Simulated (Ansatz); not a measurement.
# Ge: the cost of one run

Computed with Ansatz 0.2.0 (DFT PBE, scalar-relativistic, plane waves, PAW, unless a step names another level, unless a step's input says otherwise).

**1. The starting structure**

It takes space group Cmmm (No. 65, orthorhombic). The conventional cell has a = 6.822 Å, b = 14.135 Å, c = 4.069 Å, α = 90.00°, β = 90.00°, γ = 90.00°. Ge (site symmetry m) has 4 Ge at 2.49 to 2.51 Å as nearest neighbours. Ge (site symmetry m) has 4 Ge at 2.49 to 2.52 Å as nearest neighbours.

Coordinates:

```cif
data_structure
_symmetry_space_group_name_H-M 'Cmmm'
_symmetry_Int_Tables_number 65
_cell_length_a 6.8218
_cell_length_b 14.1347
_cell_length_c 4.0688
_cell_angle_alpha 90.000
_cell_angle_beta 90.000
_cell_angle_gamma 90.000
_cell_volume 392.33
loop_
_atom_site_label
_atom_site_type_symbol
_atom_site_symmetry_multiplicity
_atom_site_Wyckoff_symbol
_atom_site_fract_x
_atom_site_fract_y
_atom_site_fract_z
_atom_site_occupancy
Ge1 Ge 8 p 0.31617 0.16770 0.00000 1
Ge2 Ge 8 q 0.31553 0.41110 0.50000 1
```

It is the end of an earlier relaxation with the same method, from a generated guess; it needn't be the stable form of this composition. At a tolerance of 0.05 Å it has space group Cmmm (No. 65); it has 24.52 Å³/atom, an uncorrected energy of +0.05 eV/atom over the standard state and, on its mesh, gap 0.02 eV.

**2. Elastic constants, atoms relaxed**

input.yaml reads:

```yaml
crystal:
  lattice:
    - [3.4108577692, -7.0661243717, 0.0]
    - [3.4108577692, 7.0661243717, 0.0]
    - [0.0, 0.0, 4.0693951797]
  atoms:
    - { symbol: Ge, position: [0.1484772505, 0.4838570544, 0.0] }
    - { symbol: Ge, position: [0.8515227495, 0.5161429456, 0.0] }
    - { symbol: Ge, position: [0.5161429456, 0.8515227495, 0.0] }
    - { symbol: Ge, position: [0.4838570544, 0.1484772505, 0.0] }
    - { symbol: Ge, position: [0.9044411284, 0.7266115421, 0.5] }
    - { symbol: Ge, position: [0.0955588716, 0.2733884579, 0.5] }
    - { symbol: Ge, position: [0.2733884579, 0.0955588716, 0.5] }
    - { symbol: Ge, position: [0.7266115421, 0.9044411284, 0.5] }
basis:
  ecutwfc: 420
kpoints:
  mp_grid: { grid: [6, 6, 10] }
hamiltonian:
  xc: pbe
scf:
  occupations: { method: gaussian, width: 0.1 }
output:
  forces: true
  stress: true
  eigenvalues: true
elastic:
  mode: relaxed_ion
  stencil: two_point
```

The run is started by

```
$ ansatz run input.yaml --threads 4 --pin off --max-ram 8192MiB --backend cpu --events-out ev --progress --plain --runs-dir out
```

**Question.** How long does this run take on 4 threads of Arm Neoverse V2, shared host, and how much memory does it need?

About 16 min, with a peak of 1.7 GiB.
